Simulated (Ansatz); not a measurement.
GaN (started from an entry of an open crystallographic database) was put through Ansatz (plane waves). The cell was relaxed beforehand with r2SCAN.

The cell:
```cif
data_structure
_symmetry_space_group_name_H-M 'P 1'
_symmetry_Int_Tables_number 1
_cell_length_a 3.1831
_cell_length_b 3.1831
_cell_length_c 5.1836
_cell_angle_alpha 90.000
_cell_angle_beta 90.000
_cell_angle_gamma 120.000
_cell_volume 45.49
loop_
_atom_site_label
_atom_site_type_symbol
_atom_site_fract_x
_atom_site_fract_y
_atom_site_fract_z
_atom_site_occupancy
Ga1 Ga 0.33333 0.66667 0.99911 1
Ga2 Ga 0.66667 0.33333 0.49911 1
N1 N 0.33333 0.66667 0.37589 1
N2 N 0.66667 0.33333 0.87589 1
```

Abridged output:
```
Pseudopotential: Ga, paw, valence charge 13, recommended cutoff 420 eV (normal)
Pseudopotential: N, paw, valence charge 5, recommended cutoff 420 eV (normal)
Functional definition: SPW92
Crystal: 4 atoms, lattice volume = 45.486 Å³
Basis set: ecut = 420 eV, 893 PW (Γ)
Bands: 22, of which v1, the nominal top of the filled ones, is band 18 counted from 1 (17 counted from 0)
Symmetry: 12 space group operations
Space group: P63mc (ITA 186)
k-points: 21 of 144 (time reversal used)
preconditioner: auto → Resta (q_TF=auto, 2.624 Å⁻¹)  ε∞=5.0  [insulator: Δε(μ)=1.836 eV  ℏωp=33.0 eV]
SCF 1 converged in 6 iterations: F = -8164.162564 eV  dr2 = 6.35e-8
Free energy (F): -8164.162564 eV
Fermi energy:    9.394673 eV
--- Per-component energies (eV) ---
  E_band       = -22.927632
  E_kinetic    = 493.693512
  E_local      = -3904.100323
  E_nonlocal   = 955.215205
  E_hartree    = 1791.401400
  E_xc         = -255.526308
  E_vxc        = -268.229390
  E_paw        = -4070.331013
  E_vpaw       = -882.317249
  E_ewald      = -3178.132179
  E_core_change = 3.617048
--- G₀W₀: contour deformation, 6 samples at zero and on the imaginary axis and 2 off it, 144 q-points, 171 empty bands' worth ---
    ik  band        ε_KS         Σx   Σc(E_QP)       V_xc       Z   E_QP_lin       E_QP  E_QP is
     0    17      9.3947   -23.8736     2.9653   -20.4643  0.7700     8.9482     8.9507  root
     0    18      9.3947   -23.8736     2.9653   -20.4643  0.7700     8.9482     8.9507  root
     0    19     11.3352   -11.6313    -3.7775   -16.1429  0.8033    12.0752    12.0694  root
     0    20     13.5660   -10.3323    -4.5521   -15.8406  0.8100    14.5347    14.5221  root
     1    17      9.2338   -23.7388     3.0079   -20.2712  0.7697     8.7714     8.7741  root
     1    18      9.2338   -23.7388     3.0079   -20.2712  0.7697     8.7714     8.7741  root
     1    19     12.5092   -12.2409    -3.7995   -16.8347  0.7942    13.3109    13.3034  root
     1    20     13.6804   -10.2879    -4.5815   -15.8274  0.8070    14.6512    14.6384  root
     2    17      8.8561   -23.4007     3.0924   -19.8147  0.7688     8.3593     8.3626  root
     2    18      8.8561   -23.4007     3.0924   -19.8147  0.7688     8.3593     8.3626  root
     2    19     13.6038   -10.9187    -4.4525   -16.3000  0.7962    14.5446    14.5325  root
     2    20     13.6038   -10.9187    -4.4525   -16.3000  0.7962    14.5446    14.5325  root
     3    17      9.0643   -23.3209     2.9664   -19.8944  0.7696     8.6014     8.6042  root
     3    18      9.1475   -23.6190     3.0205   -20.1342  0.7694     8.6802     8.6831  root
     3    19     12.8224   -12.0294    -3.9119   -16.7649  0.7934    13.6542    13.6460  root
     3    20     14.8369   -10.5681    -4.7960   -16.4174  0.7992    15.9075    15.8902  root
     4    17      8.6767   -23.0816     3.0685   -19.5107  0.7687     8.1709     8.1744  root
     4    18      8.9355   -23.4228     3.0648   -19.8730  0.7690     8.4472     8.4504  root
     4    19     13.3870   -11.5297    -4.1634   -16.5603  0.7918    14.2641    14.2540  root
     4    20     14.9174   -10.5322    -4.8525   -16.4366  0.7949    15.9871    15.9693  root
     5    17      8.4520   -22.9858     3.1603   -19.2994  0.7677     7.9220     7.9259  root
     5    18      8.4520   -22.9858     3.1603   -19.2994  0.7677     7.9220     7.9259  root
     5    19     14.4985   -10.7846    -4.6725   -16.4251  0.7878    15.4813    15.4663  root
     5    20     14.4985   -10.7846    -4.6725   -16.4251  0.7878    15.4813    15.4663  root
     6    17      8.1086   -22.2811     3.1083   -18.6356  0.7676     7.5671     7.5714  root
     6    18      8.6316   -23.1040     3.1306   -19.4681  0.7679     8.1227     8.1263  root
     6    19     14.1932   -10.0163    -4.5392   -15.4367  0.7989    15.0856    15.0743  root
     6    20     15.0142    -9.7923    -4.7620   -15.5375  0.8080    16.0122    15.9974  root
     7    17      8.2066   -22.6322     3.1698   -18.9278  0.7667     7.6678     7.6720  root
     7    18      8.3531   -22.8442     3.1790   -19.1366  0.7671     7.8204     7.8244  root
     7    19     13.7332    -9.4641    -4.4187   -14.6953  0.8088    14.5546    14.5457  root
     7    20     14.9931    -9.0647    -4.7053   -14.6470  0.8073    15.8816    15.8700  root
     8    17      7.7412   -22.3008     3.2945   -18.4326  0.7646     7.1622     7.1674  root
     8    18      7.7412   -22.3008     3.2945   -18.4326  0.7646     7.1622     7.1674  root
     8    19     14.1756    -9.2782    -4.4711   -14.5575  0.8081    14.9929    14.9838  root
     8    20     14.1756    -9.2782    -4.4711   -14.5575  0.8081    14.9929    14.9838  root
  […]
```

The points are ik 0 = (0, 0, 0) (Γ), ik 1 = (0, 0, 1/4), ik 2 = (0, 0, -1/2), ik 3 = (0, 1/6, 0), ik 4 = (0, 1/6, 1/4), ik 5 = (0, 1/6, -1/2), ik 6 = (0, 1/3, 0), ik 7 = (0, 1/3, 1/4), ik 8 = (0, 1/3, -1/2), ik 9 = (0, -1/2, 0), ik 10 = (0, -1/2, 1/4), ik 11 = (0, -1/2, -1/2); band 18 is the last filled one.

Task: Which of these blocks stood in the input: relax, gw, phonons, dielectric, magnetization (spin_orbit)?

Result: gw. The quasiparticle table needs the gw block.

Task: Which k mesh was typed?

Result: 6×6×4, Γ-centred. Other answers can fit too; this one was computed.

Task: How were the bands filled?

Result: Fixed occupations.

Run as `ansatz run input.yaml --threads 4 --pin off --max-ram 5529MiB --backend cpu --events-out ev --progress --plain --runs-dir out`. It took 2.9 min on 4 threads of Arm Neoverse N1 (shared host), load about 0.2 per core; peak host memory 0.68 GiB.

Spin-unpolarised throughout; all numbers are computed.
